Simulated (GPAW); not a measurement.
# Nb (Im-3m) in GPAW: a series of runs

One crystal, Nb, is run at these levels: PBE; tasks: single point.

Everything below comes from runs of GPAW 26.7.0. Logs are shortened: lines on timing, memory, paths and dates and some standing lists are left out, and cuts for length are marked. The log counts tension as positive stress, the text compression.

## Step 1: The crystal as given

The structure is cubic, space group Im-3m (No. 229). Conventional cell: a = 3.328 Å, b = 3.328 Å, c = 3.328 Å, α = 90.00°, β = 90.00°, γ = 90.00°. Nb (site symmetry m-3m) has 8 Nb at 2.88 Å as nearest neighbours.

## Step 2: Single point, PBE

Contents of run.py:

```python
from ase.dft.bandgap import bandgap
from ase.io import read, write
from ase.units import Bohr, GPa
from gpaw import GPAW, PW
from gpaw.elf import elf_from_dft_calculation

atoms = read('POSCAR')

calc = GPAW(mode=PW(600),
            xc='PBE',
            kpts={'size': (11, 11, 11), 'gamma': True},
            occupations={'name': 'methfessel-paxton', 'order': 0, 'width': 0.017},
            nbands=15,
            convergence={'density': 1e-05, 'energy': 1e-05},
            maxiter=150,
            txt='gpaw.txt')
atoms.calc = calc
energy = atoms.get_potential_energy()
forces = atoms.get_forces()
stress = atoms.get_stress()
calc.write('gs.gpw')
write('result.traj', atoms)
print(f'Energy: {energy:.6f} eV')
print('Forces (eV/A):')
print(forces.round(4))
print('Stress (GPa):', (stress / GPa).round(3))
print('Fermi level:', round(calc.get_fermi_level(), 4), 'eV')
print(f'Gap: {bandgap(calc)[0]:.4f} eV, direct: {bandgap(calc, direct=True)[0]:.4f} eV')

# fields on the real-space grid
write('density.cube', atoms, data=calc.get_pseudo_density() * Bohr**3)
write('potential.cube', atoms, data=calc.get_electrostatic_potential())
write('elf.cube', atoms, data=elf_from_dft_calculation(calc).data)
```

Contents of POSCAR:

```
Nb
1.0
   -1.6639500000      1.6639500000      1.6639500000
    1.6639500000     -1.6639500000      1.6639500000
    1.6639500000      1.6639500000     -1.6639500000
Nb
1
Direct
    0.0000000000      0.0000000000      0.0000000000
```

Potentials or basis: GPAW PAW data sets (gpaw-data 1.2.1), pw.

The run is started by

```bash
$ OMP_NUM_THREADS=1 python run.py
```

gpaw.txt:

```text
__  _  _
 | _ |_)|_||  |
 |__||  | ||/\| - 26.7.0

Input parameters:
  mode=PW(ecut=600.0),
  convergence={'density': 1e-05, 'energy': 1e-05},
  kpts=MonkhorstPack(size=(11, 11, 11), gamma=True),
  maxiter=150,
  nbands=15,
  occupations=Occupations(name='methfessel-paxton', order=0, width=0.017),
  xc=XC(name='PBE')

Diagonalizing LCAO Hamiltonian
Converting LCAO to pw mode

       Nb

Atoms  # Å, Bohr magnetons
|   | symbol |        x |        y |        z |    initial magnetic moments |
|---|--------|----------|----------|----------|-----------------------------|
| 0 |     Nb | 0.000000 | 0.000000 | 0.000000 | ( 0.0000,  0.0000,  0.0000) |

Unit cell  # Å
| periodic |         x |         y |         z |  lengths |     angles |
|----------|-----------|-----------|-----------|----------|------------|
|      yes | -1.663950 |  1.663950 |  1.663950 | 2.882046 | 109.471221 |
|      yes |  1.663950 | -1.663950 |  1.663950 | 2.882046 | 109.471221 |
|      yes |  1.663950 |  1.663950 | -1.663950 | 2.882046 | 109.471221 |

Number of symmetries: 48
Symmetry operations  # r_c * U_cc + t_c -> r_c
|    | kind |            matrix            |
|----|------|------------------------------|
|  0 |  σ   |  1, 1, 1,  0, 0,-1,  0,-1, 0 |
|  1 |  C4  |  1, 1, 1,  0, 0,-1, -1, 0, 0 |
|  2 |  C2  |  1, 1, 1,  0,-1, 0,  0, 0,-1 |
|  3 |  S6  |  1, 1, 1,  0,-1, 0, -1, 0, 0 |
|  4 |  S6  |  1, 1, 1, -1, 0, 0,  0, 0,-1 |
|  5 |  C4  |  1, 1, 1, -1, 0, 0,  0,-1, 0 |
|  6 |  E   |  1, 0, 0,  0, 1, 0,  0, 0, 1 |
|  7 |  σ   |  1, 0, 0,  0, 1, 0, -1,-1,-1 |
|  8 |  σ   |  1, 0, 0,  0, 0, 1,  0, 1, 0 |
|  9 |  C3  |  1, 0, 0,  0, 0, 1, -1,-1,-1 |
| 10 |  C3  |  1, 0, 0, -1,-1,-1,  0, 1, 0 |
| 11 |  σ   |  1, 0, 0, -1,-1,-1,  0, 0, 1 |
| 12 |  σ   |  0, 1, 0,  1, 0, 0,  0, 0, 1 |
| 13 |  C2  |  0, 1, 0,  1, 0, 0, -1,-1,-1 |
| 14 |  C3  |  0, 1, 0,  0, 0, 1,  1, 0, 0 |
| 15 |  S4  |  0, 1, 0,  0, 0, 1, -1,-1,-1 |
| 16 |  S4  |  0, 1, 0, -1,-1,-1,  1, 0, 0 |
| 17 |  C3  |  0, 1, 0, -1,-1,-1,  0, 0, 1 |
| 18 |  C3  |  0, 0, 1,  1, 0, 0,  0, 1, 0 |
| 19 |  S4  |  0, 0, 1,  1, 0, 0, -1,-1,-1 |
| 20 |  σ   |  0, 0, 1,  0, 1, 0,  1, 0, 0 |
| 21 |  C3  |  0, 0, 1,  0, 1, 0, -1,-1,-1 |
| 22 |  C2  |  0, 0, 1, -1,-1,-1,  1, 0, 0 |
| 23 |  S4  |  0, 0, 1, -1,-1,-1,  0, 1, 0 |
| 24 |  C4  |  0, 0,-1,  1, 1, 1,  0,-1, 0 |
| 25 |  σ   |  0, 0,-1,  1, 1, 1, -1, 0, 0 |
| 26 |  S6  |  0, 0,-1,  0,-1, 0,  1, 1, 1 |
| 27 |  C2  |  0, 0,-1,  0,-1, 0, -1, 0, 0 |
| 28 |  C4  |  0, 0,-1, -1, 0, 0,  1, 1, 1 |
| 29 |  S6  |  0, 0,-1, -1, 0, 0,  0,-1, 0 |
| 30 |  S6  |  0,-1, 0,  1, 1, 1,  0, 0,-1 |
| 31 |  C4  |  0,-1, 0,  1, 1, 1, -1, 0, 0 |
| 32 |  C4  |  0,-1, 0,  0, 0,-1,  1, 1, 1 |
| 33 |  S6  |  0,-1, 0,  0, 0,-1, -1, 0, 0 |
| 34 |  σ   |  0,-1, 0, -1, 0, 0,  1, 1, 1 |
| 35 |  C2  |  0,-1, 0, -1, 0, 0,  0, 0,-1 |
| 36 |  C2  | -1, 0, 0,  1, 1, 1,  0, 0,-1 |
| 37 |  S6  | -1, 0, 0,  1, 1, 1,  0,-1, 0 |
| 38 |  S6  | -1, 0, 0,  0, 0,-1,  1, 1, 1 |
| 39 |  C2  | -1, 0, 0,  0, 0,-1,  0,-1, 0 |
| 40 |  C2  | -1, 0, 0,  0,-1, 0,  1, 1, 1 |
| 41 |  i   | -1, 0, 0,  0,-1, 0,  0, 0,-1 |
| 42 |  S4  | -1,-1,-1,  1, 0, 0,  0, 1, 0 |
| 43 |  C3  | -1,-1,-1,  1, 0, 0,  0, 0, 1 |
| 44 |  C3  | -1,-1,-1,  0, 1, 0,  1, 0, 0 |
| 45 |  σ   | -1,-1,-1,  0, 1, 0,  0, 0, 1 |
| 46 |  S4  | -1,-1,-1,  0, 0, 1,  1, 0, 0 |
| 47 |  C2  | -1,-1,-1,  0, 0, 1,  0, 1, 0 |

BZ-sampling:
  Number of BZ points: 1331
  Number of IBZ points: 56

  Monkhorst-Pack size: [11, 11, 11]
  Monkhorst-Pack shift: [0, 0, 0]

K-points  # in reciprocal-cell coordinates
|     |                                coordinates |     weight |
|-----|--------------------------------------------|------------|
|   0 | (  0.00000000,   0.00000000,   0.00000000) | 0.00075131 |
|   1 | (  0.09090909,   0.00000000,   0.00000000) | 0.00901578 |
|   2 | (  0.09090909,   0.09090909,  -0.09090909) | 0.00450789 |
|   3 | (  0.18181818,   0.00000000,  -0.09090909) | 0.01803156 |
|   4 | (  0.18181818,   0.00000000,   0.00000000) | 0.00901578 |
|   5 | (  0.18181818,   0.09090909,  -0.09090909) | 0.01803156 |
|   6 | (  0.18181818,   0.18181818,  -0.18181818) | 0.00450789 |
|   7 | (  0.27272727,  -0.09090909,  -0.09090909) | 0.00601052 |
|   8 | (  0.27272727,   0.00000000,  -0.09090909) | 0.03606311 |
|   9 | (  0.27272727,   0.00000000,   0.00000000) | 0.00901578 |
| ... |                                            |            |
|  55 | (  0.45454545,   0.45454545,   0.45454545) | 0.00601052 |

Plane wave coefficients: 629
Cutoff: 600.0 eV

Spin-components: 1 (collinear spins)
Bands:           15
Projectors:      6
Spin-degeneracy: 2
Datatype:        complex128

Parallelization:
  kpt:    1
  domain: 1
  band:   1

Density:
  Valence electrons: 13.0
  Components: 1
  Grid points: [18 18 18]
  Charge: 0.0  # |e|

Potential:
  Grid points: [18 18 18]

species:
  Nb:
    name:    Niobium
    Z:       41.0
    valence: 13
    core:    28
    charge:  0.0  # [|e|]
    compensation charges:
      type: gauss
      rc: 0.40  # [Å]
      lmax: 2
    cutoffs:
      filter: 2.35  # [Å]
      core: 1.51  # [Å]
    projectors
    | kind |    occ | energy [eV] | rcut [Å] |
    |------|--------|-------------|----------|
    |   4s |  2.000 |     -58.361 |    1.323 |
    |   5s |  1.000 |      -3.980 |    1.323 |
    |   4p |  6.000 |     -34.526 |    1.323 |
    |   5p |  0.000 |      -1.111 |    1.323 |
    |   4d |  4.000 |      -3.041 |    1.244 |
    |    d |        |      24.171 |    1.244 |

    Using partial waves for Nb as LCAO basis

Reference energy: -103906.147789  # eV

eigensolver:
  PPCG
  Converge bands: occupied
  niter=2

density mixing:
  MSR1-Mixer
  Pratt-step length: 0.05
  Maximum mixing coefficient: 0.75
  Old densities: 10
  SVD Regularization: 0.005
  Good broyden scale: 1.0
  Trust region scale: 1.0
  Backstep threshold: 4.0
  History deletion threshold: 6.0
  Fourier metric: weight=20.0, sigma=0.015

occupation numbers:
  Methfessel-Paxton:
    width: 0.0170  # eV
    order: 0

poisson solver:
  ecut: 4800.0  # eV

xc functional:
  name: PBE with 2 nearest neighbor stencil

convergence criteria:
- Maximum integral of absolute [dens]ity change: 1e-05 electrons / valence electron
- Maximum [total energy] change in last 3 cyles: 1e-05 eV / valence electron
- Maximum integral of absolute [eigenst]ate change: 4e-08 eV^2 / valence electron
maximum number of iterations: 150

SCF iterations
|iter     | |      energy | eigst |  dens |
|---------|-|-------------|-------|-------|
|iter:   1| |  -10.981258 | -0.00 |       |
|iter:   2| |  -10.872219 | -2.64 | -1.01 |
|iter:   3| |  -10.342643 | -1.51 | -1.04 |
|iter:   4| |  -10.342948 | -3.11 | -1.80 |
|iter:   5| |  -10.343720 | -4.18 | -2.14 |
|iter:   6| |  -10.343724 | -6.20 | -3.49 |
|iter:   7| |  -10.343725c| -7.01 | -3.91 |
|iter:   8| |  -10.343725c| -8.53c| -5.19c|

Converged in 8 steps
Energy contributions relative to reference atoms: (reference = -103906.147789)

Energy contributions:
  Kinetic:          -2.177130
  Coulomb:          -2.719815
  Zero:             -0.033542
  External:          0.000000
  Xc:               -5.413021
  Entropy:          -0.000436
  Spinorbit:         0.000000
  ----------------------------
  Free energy:     -10.343943
  Extrapolated:    -10.343725

dipole moment: (-6.090490, -6.090490, -6.090490)  # |e|*Ang

Fermi level: 10.954
Eigenvalues  # (at kpt = [0.000, 0.000, 0.000])
| band index |      eig [eV] | occ [0-2] |
|------------|---------------|-----------|
|          0 |       -43.400 |     2.000 |
|          1 |       -18.795 |     2.000 |
|          2 |       -18.795 |     2.000 |
|          3 |       -18.795 |     2.000 |
|          4 |         5.163 |     2.000 |
|          5 |        11.385 |     0.000 |
|          6 |        11.385 |     0.000 |
|          7 |        11.385 |     0.000 |
|          8 |        14.203 |     0.000 |
|          9 |        14.203 |     0.000 |
|         10 |        25.377 |     0.000 |
|         11 |        25.377 |     0.000 |
|         12 |        25.377 |     0.000 |
|        ... |               |           |
|         14 |        35.599 |     0.000 |

No gap
No difference between direct/indirect transitions

Forces  # eV/Ang
|       x |        y |       z |
|---------|----------|---------|
| 0.00000 | -0.00000 | 0.00000 |  # Nb   0

Stress tensor  # eV/Ang^3
|        x |        y |        z |
|----------|----------|----------|
| 0.015644 | 0.000000 | 0.000000 |
| 0.000000 | 0.015644 | 0.000000 |
| 0.000000 | 0.000000 | 0.015644 |

# Writing to gs.gpw (mode='')
```

Wall time 13 s (1 thread of Arm Neoverse V1, shared host); peak memory 0.14 GiB.

Results:

```
Free energy            : -10.3439 eV
Pressure               : -2.5 GPa
Band gap on the k mesh : none (metal or under the smearing width)
```

## Step 3: Single point, PBE

Contents of run.py:

```python
from ase.dft.bandgap import bandgap
from ase.io import read, write
from ase.units import GPa
from gpaw import GPAW, PW

atoms = read('Nb.xyz')

calc = GPAW(mode=PW(600),
            xc='PBE',
            kpts={'size': (11, 11, 11), 'gamma': True},
            occupations={'name': 'methfessel-paxton', 'order': 0, 'width': 0.018000000000000002},
            nbands=15,
            convergence={'density': 1e-05, 'energy': 1e-05},
            maxiter=150,
            txt='gpaw.txt')
atoms.calc = calc
energy = atoms.get_potential_energy()
forces = atoms.get_forces()
stress = atoms.get_stress()
calc.write('gs.gpw')
write('result.traj', atoms)
print(f'Energy: {energy:.6f} eV')
print('Forces (eV/A):')
print(forces.round(4))
print('Stress (GPa):', (stress / GPa).round(3))
print('Fermi level:', round(calc.get_fermi_level(), 4), 'eV')
print(f'Gap: {bandgap(calc)[0]:.4f} eV, direct: {bandgap(calc, direct=True)[0]:.4f} eV')
```

Contents of Nb.xyz:

```xyz
1
Lattice="-1.6639500000 1.6639500000 1.6639500000 1.6639500000 -1.6639500000 1.6639500000 1.6639500000 1.6639500000 -1.6639500000" Properties=species:S:1:pos:R:3 pbc="T T T"
Nb     0.0000000000      0.0000000000      0.0000000000
```

Potentials or basis: GPAW PAW data sets (gpaw-data 1.2.1), pw.

The run is started by

```bash
$ OMP_NUM_THREADS=1 python run.py
```

gpaw.txt:

```text
__  _  _
 | _ |_)|_||  |
 |__||  | ||/\| - 26.7.0

Input parameters:
  mode=PW(ecut=600.0),
  convergence={'density': 1e-05, 'energy': 1e-05},
  kpts=MonkhorstPack(size=(11, 11, 11), gamma=True),
  maxiter=150,
  nbands=15,
  occupations=Occupations(name='methfessel-paxton', order=0, width=0.018000000000000002),
  xc=XC(name='PBE')

Diagonalizing LCAO Hamiltonian
Converting LCAO to pw mode

       Nb

Atoms  # Å, Bohr magnetons
|   | symbol |        x |        y |        z |    initial magnetic moments |
|---|--------|----------|----------|----------|-----------------------------|
| 0 |     Nb | 0.000000 | 0.000000 | 0.000000 | ( 0.0000,  0.0000,  0.0000) |

Unit cell  # Å
| periodic |         x |         y |         z |  lengths |     angles |
|----------|-----------|-----------|-----------|----------|------------|
|      yes | -1.663950 |  1.663950 |  1.663950 | 2.882046 | 109.471221 |
|      yes |  1.663950 | -1.663950 |  1.663950 | 2.882046 | 109.471221 |
|      yes |  1.663950 |  1.663950 | -1.663950 | 2.882046 | 109.471221 |

Number of symmetries: 48
Symmetry operations  # r_c * U_cc + t_c -> r_c
|    | kind |            matrix            |
|----|------|------------------------------|
|  0 |  σ   |  1, 1, 1,  0, 0,-1,  0,-1, 0 |
|  1 |  C4  |  1, 1, 1,  0, 0,-1, -1, 0, 0 |
|  2 |  C2  |  1, 1, 1,  0,-1, 0,  0, 0,-1 |
|  3 |  S6  |  1, 1, 1,  0,-1, 0, -1, 0, 0 |
|  4 |  S6  |  1, 1, 1, -1, 0, 0,  0, 0,-1 |
|  5 |  C4  |  1, 1, 1, -1, 0, 0,  0,-1, 0 |
|  6 |  E   |  1, 0, 0,  0, 1, 0,  0, 0, 1 |
|  7 |  σ   |  1, 0, 0,  0, 1, 0, -1,-1,-1 |
|  8 |  σ   |  1, 0, 0,  0, 0, 1,  0, 1, 0 |
|  9 |  C3  |  1, 0, 0,  0, 0, 1, -1,-1,-1 |
[... 145 lines left out ...]
maximum number of iterations: 150

SCF iterations
|iter     | |      energy | eigst |  dens |
|---------|-|-------------|-------|-------|
|iter:   1| |  -10.981259 | -0.01 |       |
|iter:   2| |  -10.872221 | -2.64 | -1.01 |
|iter:   3| |  -10.342646 | -1.51 | -1.04 |
|iter:   4| |  -10.342952 | -3.11 | -1.80 |
|iter:   5| |  -10.343724 | -4.18 | -2.14 |
|iter:   6| |  -10.343728 | -6.20 | -3.49 |
|iter:   7| |  -10.343728c| -7.01 | -3.91 |
|iter:   8| |  -10.343728c| -8.53c| -5.19c|

Converged in 8 steps
Energy contributions relative to reference atoms: (reference = -103906.147789)

Energy contributions:
  Kinetic:          -2.177242
  Coulomb:          -2.719693
  Zero:             -0.033544
  External:          0.000000
  Xc:               -5.413008
  Entropy:          -0.000482
  Spinorbit:         0.000000
  ----------------------------
  Free energy:     -10.343969
  Extrapolated:    -10.343728

dipole moment: (-6.090490, -6.090490, -6.090490)  # |e|*Ang

Fermi level: 10.954
Eigenvalues  # (at kpt = [0.000, 0.000, 0.000])
| band index |      eig [eV] | occ [0-2] |
|------------|---------------|-----------|
|          0 |       -43.400 |     2.000 |
|          1 |       -18.795 |     2.000 |
|          2 |       -18.795 |     2.000 |
|          3 |       -18.795 |     2.000 |
|          4 |         5.163 |     2.000 |
|          5 |        11.385 |     0.000 |
|          6 |        11.385 |     0.000 |
|          7 |        11.385 |     0.000 |
|          8 |        14.203 |     0.000 |
|          9 |        14.203 |     0.000 |
|         10 |        25.377 |     0.000 |
|         11 |        25.377 |     0.000 |
|         12 |        25.377 |     0.000 |
|        ... |               |           |
|         14 |        35.599 |     0.000 |

No gap
No difference between direct/indirect transitions

Forces  # eV/Ang
|        x |       y |       z |
|----------|---------|---------|
| -0.00000 | 0.00000 | 0.00000 |  # Nb   0

Stress tensor  # eV/Ang^3
|        x |         y |         z |
|----------|-----------|-----------|
| 0.015645 |  0.000000 |  0.000000 |
| 0.000000 |  0.015645 | -0.000000 |
| 0.000000 | -0.000000 |  0.015645 |

# Writing to gs.gpw (mode='')
```

stdout:

```text
Energy: -10.343728 eV
Forces (eV/A):
[[-0.  0.  0.]]
Stress (GPa): [ 2.507  2.507  2.507 -0.     0.     0.   ]
Fermi level: 10.954 eV
Gap: 0.0000 eV, direct: 0.0000 eV
```

Wall time 12 s (1 thread of Arm Neoverse V1, shared host); peak memory 0.14 GiB.

What came out:

```
Free energy            : -10.3440 eV
Pressure               : -2.5 GPa
Band gap on the k mesh : none (metal or under the smearing width)
```

Levels at points of the mesh, in eV from the Fermi level:
```
           k point  band 2  band 3  band 4  band 5  band 6  band 7  band 8  band 9  band 10  band 11
(0.00, 0.00, 0.00)  -29.75  -29.75  -29.75   -5.79    0.43    0.43    0.43    3.25     3.25    14.42
```
